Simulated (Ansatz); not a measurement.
Crystal: Be2C.

```
CELL_PARAMETERS angstrom
0.00000 2.16500 2.16500
2.16500 0.00000 2.16500
2.16500 2.16500 0.00000
ATOMIC_POSITIONS crystal
C 0.00000 0.00000 0.00000
Be 0.75000 0.75000 0.75000
Be 0.25000 0.25000 0.25000
```

Base run:

```yaml
Program: Ansatz 0.2.0
Functional: HSE06 form with a typed share of exact exchange
Potentials_or_basis: Ansatz PAW
Cutoff: "420 eV (not typed: the program's choice for these potentials)"
k_mesh: 6 × 6 × 6
Occupations: fermi-dirac, width 0.05 eV
Spin: no spin polarisation
```

Its results: band gap on the k mesh 2.21 eV, indirect (least direct gap 5.44 eV); pressure -3.6 GPa.

Q: The run is repeated on the same cell with these changes: screening (1/å) from 0.1 to 0.15. What comes out?

A: Band gap on the k mesh 2.06 eV, indirect (least direct gap 5.28 eV); pressure -3.5 GPa.

Caveats: the PAW data sets come from PBE, with cores solved anew for the run's functional, which leaves a small shift of forces and pressure; the thresholds are loose for stress.

A k mesh can miss the band edges.
